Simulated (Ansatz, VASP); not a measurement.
# Si2S: VASP beside Ansatz

```
Si S
1.0
     3.46708    0.00000    0.00000
     0.00000    3.46708    0.00000
     0.00000    0.00000    5.01134
Si S
2 1
Cartesian
  0.0000 0.0000 0.0000
  1.7335 1.7335 2.5057
  0.0000 0.0000 2.5057
```

Change from the starting cell: ordered vacancies on the anion sites of rock salt (P4/mmm, No. 123).

Alike in both runs: task relaxation of cell and atoms; functional PBE; k mesh 14 × 14 × 10; occupations gaussian, width 0.1 eV; no spin polarisation.

```csv
,VASP,Ansatz
version,VASP 6.6.1,Ansatz 0.2.0
potentials or method,"VASP PAW PBE potentials, release 64 (Si, S)","scalar-relativistic, plane waves, PAW"
plane-wave cutoff (eV),600,420
valence electrons in the cell,14,14
```

VASP gave:

```
gap on the k mesh at the Fermi level, each at its own relaxed structure (eV) : none
relaxed volume (Å³/atom)                                                     : 20.24
relaxed cell length with the largest relative difference (Å)                 : 4.988
```

**Question.** What did Ansatz give for the same quantities?

**Answer.** gap on the k mesh at the Fermi level, each at its own relaxed structure (eV): none; relaxed volume (Å³/atom): 20.21; relaxed cell length with the largest relative difference (Å): 4.985.

A gap of «none» marks a metal or a gap that the smearing closes.
